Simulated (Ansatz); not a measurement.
# PtS2 (P1) in Ansatz: band structure with PBEsol0

Aim: the band structure of PtS2 with PBEsol0.

Everything below comes from runs of Ansatz 0.2.0. Logs are shortened: lines on timing, memory, paths and dates and some standing lists are left out, and cuts for length are marked.

**1. The cell of the first run**

The typed cell holds 3 atoms: a = 3.543 Å, b = 3.543 Å, c = 5.039 Å, α = 90.00°, β = 90.00°, γ = 120.00°.

**2. Band structure, PBEsol0 (atoms moved at random, drawn with an rms of 0.15 Å)**

Input file input.yaml:

```yaml
crystal:
  lattice:
    - [3.5432, 0.0, 0.0]
    - [-1.7716, 3.0685012107, 0.0]
    - [0.0, 0.0, 5.0388]
  atoms:
    - { symbol: Pt, position: [-0.024865, -0.03143, -0.003903] }
    - { symbol: S, position: [0.658144, 0.32338, 0.791577] }
    - { symbol: S, position: [0.321774, 0.652344, 0.237423] }
hamiltonian:
  xc: { exchange: pbesol, correlation: pbesol, exx: { coeff: 0.25 } }
  pseudopotentials: { kind: paw }
kpoints:
  mp_grid: { grid: [5, 5, 3] }
  band_path:
    path:
      - [[0.0, 0.0, 0.0], [0.5, 0.0, 0.0], [0.3333333333, 0.3333333333, 0.0], [0.0, 0.0, 0.0], [0.0, 0.0, 0.5], [0.5, 0.0, 0.5], [0.3333333333, 0.3333333333, 0.5], [0.0, 0.0, 0.5]]
      - [[0.5, 0.0, 0.5], [0.5, 0.0, 0.0]]
      - [[0.3333333333, 0.3333333333, 0.0], [0.3333333333, 0.3333333333, 0.5]]
    npoints: 4
scf:
  occupations: { method: fermi_dirac, width: 0.05 }
  n_extra_bands: 7
output:
  forces: true
  stress: true
  eigenvalues: true
  fatbands: false
```

Potentials or basis: Ansatz PAW.

Started as:

```sh
$ ansatz run input.yaml --threads 2 --pin off --max-ram 5632MiB --backend cpu --events-out ev --progress --plain --runs-dir out
```

The program printed:

```text
Warning: output.stress: scf.convergence.dr2_threshold = 1e-7 eV (the SCF's general default) is looser than the 3e-10 eV advised for a printed stress (1e-10 eV for each atom of the cell: 3). What an SCF threshold leaves in a stress goes as its square root, and in the free energy as the threshold itself, and one threshold admits the most on a small cell: of the crystals measured, under no hybrid functional and no lock of the moments, on runs that ended without the residual-converged pass, on stresses that held no estimate of that error, the worst erred by over 100 MPa in a component at 1e-7 eV an atom and by under 5 at 1e-10. Set scf.convergence.dr2_threshold to 3e-10 eV or tighter. The threshold is an SCF's pass mark: one that does not reach it within its budget of iterations ends unconverged, or closes short of it on a stop that the run arms, and scf.convergence.dr2_threshold's page says what that costs each kind of run
Warning: output.stress: scf.exx.energy_threshold = 1e-6 eV is looser than the 3e-8 eV advised for a stress under a hybrid functional (1e-8 eV for each atom of the cell: 3). Every SCF of the exchange loop can meet its threshold on dr2 while the loop round them stops early: no threshold on dr2 bounds what that leaves in the stress. Set scf.exx.energy_threshold to 3e-8 eV or tighter. The threshold is the loop's pass mark: a loop that does not reach it within its budget of cycles ends unconverged, and scf.exx.energy_threshold's page has the law
Warning: RAYON_NUM_THREADS=2 ignored (pool sized by the plan → 2); use --threads N
scf.n_extra_bands = 7 over 15 filled bands (N_el = 30.0): the run solves 22 bands
Engine: ansatz 0.2.0, x86_64-unknown-linux-gnu
Pseudopotentials: kind: paw
Pseudopotential: Pt, paw, valence charge 18, recommended cutoff 420 eV (normal), Pt.paw.azcp
Pseudopotential: S, paw, valence charge 6, recommended cutoff 420 eV (normal), S.paw.azcp
Functional definition: unnamed
  parameter a_1 = 0.25
  exchange = (1 - a_1)*pbe_x(mu = 0.12345679012345678) + a_1*exact_x
  correlation = pbe_c(beta = 0.046)
Crystal: 3 atoms, lattice volume = 54.783 Å³
Basis set: ecut = 420 eV, 1043 PW (Γ), exchange–correlation on 48×48×72 points (8 copies of the dense FFT grid, shifted against one another)
Bands: 22, of which v1, the nominal top of the filled ones, is band 15 counted from 1 (14 counted from 0)
Symmetry: 1 space group operations
Space group: P1 (ITA 1), of the structure as read, at distance tolerance 3.8e-5 Å
k-points: 38 of 75 (time reversal used)
Non-local potential: Pt, projectors of the file, l = 0: 3, l = 1: 2, l = 2: 2, l = 3: 1
Non-local potential: S, projectors of the file, l = 0: 2, l = 1: 2, l = 2: 2
PAW form: soft (Blöchl's): semilocal exchange-correlation on the pseudo side does not see the compensation charge
PAW frozen core: Pt, regenerated for the run's functional, and the local potential with it (the file was generated under x = pbe(κ = 0.804, μ = 0.2195149727645171), c = pbe(β = 0.06672455060314922))
PAW frozen core: S, regenerated for the run's functional, and the local potential with it (the file was generated under x = pbe(κ = 0.804, μ = 0.2195149727645171), c = pbe(β = 0.06672455060314922))
PAW one-centre angular grid: Pt, 590 points (default); XC on 64 Gauss nodes
PAW one-centre angular grid: S, 110 points (default); XC on 64 Gauss nodes
Initial density: superposition of atomic densities (neutral atoms: chi_scale 0, normalization atom), corrected by the library's trained network
Initial wavefunctions: pseudopotential atomic-orbital guess
Functional: x = pbesol(κ = 0.804, μ = 0.12345679012345678), c = pbesol(β = 0.046), warm-up for x = 0.75 pbesol(κ = 0.804, μ = 0.12345679012345678) + 0.25 exact, c = pbesol(β = 0.046)
SCF iter   1: F=—  HF=-14154.641619 eV  |F-HF|=—  |Δ(HF+E_count)|=         —  Δρ=6.10e-3  dr2=2.29e-2  ethr=1.77e-3  ⟨swp⟩=10.4  Hψ=4106  notcnv=0
preconditioner: auto → none  [insulator: Δε(μ)=1.287 eV  Ē_g=12.100 eV  σ=0.050 eV  W_gap=1.00  n_scr=20 (ndim 8)  ℏωp=23.5 eV  f_vac=0.024  D(μ)=0.00/eV (n_scr^D=0)]
SCF iter   2: F=—  HF=-14154.635583 eV  |F-HF|=—  |Δ(HF+E_count)|=   6.04e-3  Δρ=2.09e-3  dr2=3.39e-3  ethr=7.65e-5  ⟨swp⟩=3.9  Hψ=2213  notcnv=0  defer=14
SCF iter   3: F=—  HF=-14154.635843 eV  |F-HF|=—  |Δ(HF+E_count)|=   2.60e-4  Δρ=1.62e-3  dr2=3.20e-3  ethr=1.13e-5  ⟨swp⟩=3.2  Hψ=1789  notcnv=0  defer=2
iter 4 solved again at ethr=3.50e-7 eV; its pass at ethr=1.07e-5 eV (dr2=1.05e-4 eV) is discarded
SCF iter   4: F=-14154.635352 eV  HF=-14154.635319 eV  |F-HF|=3.36e-5  |Δ(HF+E_count)|=   5.24e-4  Δρ=6.11e-4  dr2=1.12e-4  ethr=3.50e-7  ⟨swp⟩=3.0  Hψ=3053  notcnv=0
SCF 1 stopped early in 4 iterations: F = -14154.635352 eV  dr2 = 1.12e-4
Initial density: handed on by an earlier stage of this run
Initial wavefunctions: those handed on with the density
Functional: x = 0.75 pbesol(κ = 0.804, μ = 0.12345679012345678) + 0.25 exact, c = pbesol(β = 0.046)
Frozen-core exchange: fock
SCF iter   1: F=—  HF=-14204.042415 eV  |F-HF|=—  |Δ(HF+E_count)|=         —  Δρ=7.74e-3  dr2=1.04e-2  ethr=3.75e-6  ⟨swp⟩=6.6  Hψ=3785  notcnv=0
preconditioner: auto → none  [insulator: Δε(μ)=2.494 eV  Ē_g=14.580 eV  σ=0.050 eV  W_gap=1.00  n_scr=20 (ndim 8)  ℏωp=23.5 eV  f_vac=0.021  D(μ)=0.00/eV (n_scr^D=0)]
SCF iter   2: F=—  HF=-14204.039083 eV  |F-HF|=—  |Δ(HF+E_count)|=   3.33e-3  Δρ=3.87e-3  dr2=3.31e-3  ethr=3.75e-6  ⟨swp⟩=3.0  Hψ=1824  notcnv=0
SCF iter   3: F=—  HF=-14204.038868 eV  |F-HF|=—  |Δ(HF+E_count)|=   2.14e-4  Δρ=1.58e-3  dr2=3.09e-3  ethr=3.75e-6  ⟨swp⟩=3.0  Hψ=1900  notcnv=0
SCF iter   4: F=—  HF=-14204.038317 eV  |F-HF|=—  |Δ(HF+E_count)|=   5.51e-4  Δρ=3.59e-4  dr2=4.38e-3  ethr=3.75e-6  ⟨swp⟩=3.0  Hψ=1687  notcnv=0
SCF iter   5: F=—  HF=-14204.062615 eV  |F-HF|=—  |Δ(HF+E_count)|=   2.43e-2  Δρ=1.96e-3  dr2=1.07e-3  ethr=1.53e-7  ⟨swp⟩=5.0  Hψ=2742  notcnv=0
SCF iter   6: F=—  HF=-14204.062338 eV  |F-HF|=—  |Δ(HF+E_count)|=   2.78e-4  Δρ=3.20e-4  dr2=3.10e-4  ethr=1.53e-7  ⟨swp⟩=4.0  Hψ=2072  notcnv=0
SCF iter   7: F=—  HF=-14204.063609 eV  |F-HF|=—  |Δ(HF+E_count)|=   1.27e-3  Δρ=6.02e-4  dr2=1.30e-4  ethr=9.10e-8  ⟨swp⟩=4.0  Hψ=2322  notcnv=0
SCF iter   8: F=—  HF=-14204.063575 eV  |F-HF|=—  |Δ(HF+E_count)|=   3.39e-5  Δρ=5.62e-5  dr2=2.30e-5  ethr=9.10e-8  ⟨swp⟩=3.0  Hψ=1824  notcnv=0
SCF iter   9: F=-14204.063654 eV  HF=-14204.063662 eV  |F-HF|=7.83e-6  |Δ(HF+E_count)|=   8.67e-5  Δρ=1.58e-4  dr2=1.16e-5  ethr=5.75e-9  ⟨swp⟩=4.1  Hψ=2564  notcnv=0
SCF 2 stopped early in 9 iterations: F = -14204.063654 eV  dr2 = 1.16e-5
  Residual-converged pass: ⟨swp⟩=3.0  Hψ=1852  notcnv=0  max |occ|·‖R‖ = 5.3e-6 eV (tolerance 6.7e-6 eV)  dr2=1.16e-5  dr2_onsite=3.38e-7  max |Δocc| = 5.3e-18
hybrid outer 1: dexx = +3.022e-2 eV, tail = 7.31e-5 eV
Frozen-core exchange: fock
SCF iter   1: F=—  HF=-14204.063768 eV  |F-HF|=—  |Δ(HF+E_count)|=         —  Δρ=1.17e-4  dr2=2.78e-6  ethr=1.22e-6  ⟨swp⟩=3.8  Hψ=1897  notcnv=0
preconditioner: auto → none  [insulator: Δε(μ)=2.594 eV  Ē_g=14.607 eV  σ=0.050 eV  W_gap=1.00  n_scr=20 (ndim 8)  ℏωp=23.5 eV  f_vac=0.022  D(μ)=0.00/eV (n_scr^D=0)]
SCF iter   2: F=—  HF=-14204.063767 eV  |F-HF|=—  |Δ(HF+E_count)|=   6.76e-7  Δρ=2.93e-5  dr2=3.87e-7  ethr=8.39e-9  ⟨swp⟩=3.0  Hψ=1730  notcnv=0
SCF iter   3: F=—  HF=-14204.063768 eV  |F-HF|=—  |Δ(HF+E_count)|=   9.01e-7  Δρ=1.46e-5  dr2=2.10e-7  ethr=3.32e-10  ⟨swp⟩=3.9  Hψ=2176  notcnv=0  defer=6
SCF iter   4: F=—  HF=-14204.063768 eV  |F-HF|=—  |Δ(HF+E_count)|=   3.60e-8  Δρ=3.17e-6  dr2=1.03e-8  ethr=3.32e-10  ⟨swp⟩=3.4  Hψ=1643  notcnv=0  defer=6
SCF iter   5: F=—  HF=-14204.063768 eV  |F-HF|=—  |Δ(HF+E_count)|=   1.03e-8  Δρ=2.21e-6  dr2=5.97e-9  ethr=2.32e-11  ⟨swp⟩=4.0  Hψ=2108  notcnv=0  defer=13
SCF iter   6: F=-14204.063768 eV  HF=-14204.063768 eV  |F-HF|=1.19e-9  |Δ(HF+E_count)|=  9.70e-10  Δρ=9.68e-7  dr2=1.36e-9  ethr=1.74e-11  ⟨swp⟩=3.7  Hψ=1691  notcnv=0  defer=6
SCF 3 converged in 6 iterations: F = -14204.063768 eV  dr2 = 1.36e-9
  Residual-converged pass: ⟨swp⟩=3.0  Hψ=1834  notcnv=0  max |occ|·‖R‖ = 6.1e-7 eV (tolerance 6.6e-7 eV)  dr2=1.38e-9  dr2_onsite=1.82e-11  max |Δocc| = 6.1e-21
hybrid outer 2: dexx = +1.490e-6 eV, tail = 4.67e-8 eV, Δε = 3.30e-3 eV (about 9.27e-5 eV left of the loop's levels), ΔF = 3.99e-3 eV/Å (tail 1.17e-3)
NSCF: frozen V_eff on 39 k-points
hybrid SCF converged: 2 outer / 15 inner (+4 warm-up), last move |dexx| = 1.49e-6 eV, tail = 4.67e-8 eV
Stability not checked: this state was not tested for a lower state beside it, because the functional holds exact exchange (a hybrid, or Hartree-Fock), whose exchange loop this test does not read (fock_operator; see scf.lower_state_search)
Free energy (F): -14204.063769 eV
Frozen-core exchange: fock
Harris-Foulkes:  -14204.063769 eV  (|F-HF|=1.19e-9)
Internal energy: -14204.063769 eV  (E = F + TS)
E sigma→0 (E₀):  -14204.063769 eV
Fermi energy:    11.257489 eV
--- Per-component energies (eV) ---
  E_band       = -394.909136
  E_kinetic    = 854.388665
  E_local      = -3166.367020  (includes V_loc(G=0)·N_el)
  E_nonlocal   = 259.517533
  E_hartree    = 1253.706924
  E_xc         = -350.837189
  E_vxc        = -370.369679  (∫ρ·V_xc dr)
  E_exx        = -98.919394  (= α·E_x^exact, valence–valence)
  E_paw        = -10537.406831  (= ΣΔE_a)
  E_vpaw       = -281.654594  (= ΣTr[D̂ρ^β])
  E_aug_tail   = 0.000188  (compensation charges beyond the density's cutoff)
  E_ewald      = -2416.238275
  E_core_change = -1.908369  (= ΣΔE_core)
  E_smearing   = -0.000000  (= −TS)
  E_closure    = 0.000000  (closes the sum)
  Σ components = -14204.063769   (vs F -14204.063769, Δ=0.00e0)
--- Forces (eV/Å), atoms counted from 1 ---
  atom   1  Pt     0.39359542     1.38779782     2.23705845
  atom   2  S     -0.23836672    -0.98350215    -2.25269804
  atom   3  S     -0.15522913    -0.40430632     0.01569222
  max |Σ_I F_I| component: 5.26e-5 eV/Å
--- Stress (GPa, compression-positive) ---
        4.337993      -0.222955       0.155638
       -0.222955       6.924284       1.499079
        0.155638       1.499079       6.679143
  P = ⅓ Tr σ = 5.9805 GPa (59.805 kbar)
--- Band table (eV; the first three rows and the last of 38) ---
  k-point 0: bands = ["-94.0625", "-47.0227", "-46.9861", "-46.7845", "-7.3133", "-3.5988", "1.9540", "2.0003", "2.1282", "5.0681", "5.0816", "7.6698", "8.8749", "8.9323", "9.9987", "14.0201", "14.1014", "16.2665", "17.4999", "19.6089", "19.6961", "23.7151"]
  k-point 1: bands = ["-94.0625", "-47.0229", "-46.9862", "-46.7845", "-7.1122", "-4.1496", "1.9584", "2.0136", "3.0496", "5.0497", "5.0594", "7.4653", "8.7320", "8.7933", "9.1340", "14.4092", "14.4608", "16.7173", "18.7931", "19.3642", "19.4568", "21.6982"]
  k-point 2: bands = ["-94.0624", "-47.0305", "-46.9878", "-46.7824", "-6.7304", "-3.9664", "2.3127", "2.4290", "2.7310", "4.4221", "4.7948", "6.6776", "8.2434", "8.5877", "9.8967", "12.8681", "13.8303", "17.3166", "19.1190", "19.9354", "21.0745", "21.4577"]
  k-point 37: bands = ["-94.0622", "-47.0290", "-47.0015", "-46.7797", "-5.6466", "-4.5368", "2.2143", "2.5478", "3.3865", "4.3001", "4.7478", "6.0073", "7.5062", "8.0089", "8.8721", "12.7639", "13.5106", "18.3451", "18.8564", "20.0609", "20.7163", "21.8845"]
```

Run time: 6 min. Hardware: 2 threads of Intel Xeon at 2.50GHz (Skylake/Cascade Lake), shared host; peak memory 1.2 GiB.

What came out:

| Item | Value |
| --- | --- |
| Free energy | -14204.0638 eV |
| Pressure | 6.0 GPa |
| Largest force | 2.662 eV/Å |
| Band gap along the path | 2.13 eV, indirect (least direct gap 3.02 eV) |

Forces on the atoms (eV/Å):
```
Pt   0.394  1.388  2.237
S   -0.238 -0.984 -2.253
S   -0.155 -0.404  0.016
```

Stress tensor (GPa, compression positive):
```
 4.34 -0.22  0.16
-0.22  6.92  1.50
 0.16  1.50  6.68
```

Levels at the corners of the path, in eV from the valence-band top:
```csv
point,band 13,band 14,band 15,band 16,band 17,band 18
Γ,-1.27,-1.21,-0.15,3.88,3.96,6.12
M,-3.82,-3.44,-2.63,3.14,4.36,7.03
K,-2.93,-2.34,-1.82,2.13,2.51,7.39
Γ,-1.27,-1.21,-0.15,3.88,3.96,6.12
A,-1.48,-1.40,-1.23,4.41,4.45,6.85
L,-3.61,-3.32,-1.45,3.53,3.73,6.99
H,-3.87,-2.77,-2.37,3.33,3.95,9.16
A,-1.48,-1.40,-1.23,4.41,4.45,6.85
L,-3.61,-3.32,-1.45,3.53,3.73,6.99
M,-3.82,-3.44,-2.63,3.14,4.36,7.03
K,-2.93,-2.34,-1.82,2.13,2.51,7.39
H,-3.87,-2.77,-2.37,3.33,3.95,9.16
```

Caveat: spin-orbit coupling is left out, which moves the levels of the heavy elements; the PAW data sets come from PBE, with cores solved anew for the run's functional, which leaves a small shift of forces and pressure; forces of over 1 eV/Å show positions far from the minimum, so gaps and moduli don't describe the material at rest; the thresholds are loose for stress.
